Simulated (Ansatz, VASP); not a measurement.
# K in VASP and in Ansatz

```
CELL_PARAMETERS angstrom
4.31044 0.00000 0.00000
0.00000 4.31044 0.00000
0.00000 0.00000 4.31044
ATOMIC_POSITIONS crystal
K 0.00000 0.00000 0.00000
```

This isn't the form of K at room conditions, which is bcc.

Alike in both runs: task single point; functional PBEsol; k mesh 12 × 12 × 12; occupations gaussian, width 0.15 eV; no spin polarisation.

```csv
,VASP,Ansatz
version,VASP 6.6.1,Ansatz 0.2.0
potentials or method,"VASP PAW PBE potentials, release 64 (K_sv)","scalar-relativistic, plane waves, PAW"
plane-wave cutoff (eV),520,420
valence electrons in the cell,9,9
```

```csv
,VASP,Ansatz,Ansatz less VASP
gap on the k mesh at the Fermi level (eV),none,none,-
pressure (GPa),-0.1,-0.1,+0.01
```

A gap of «none» marks a metal or a gap that the smearing closes.

Caveats: the PAW data sets were made with another functional, which shifts forces and pressure a little (VASP).
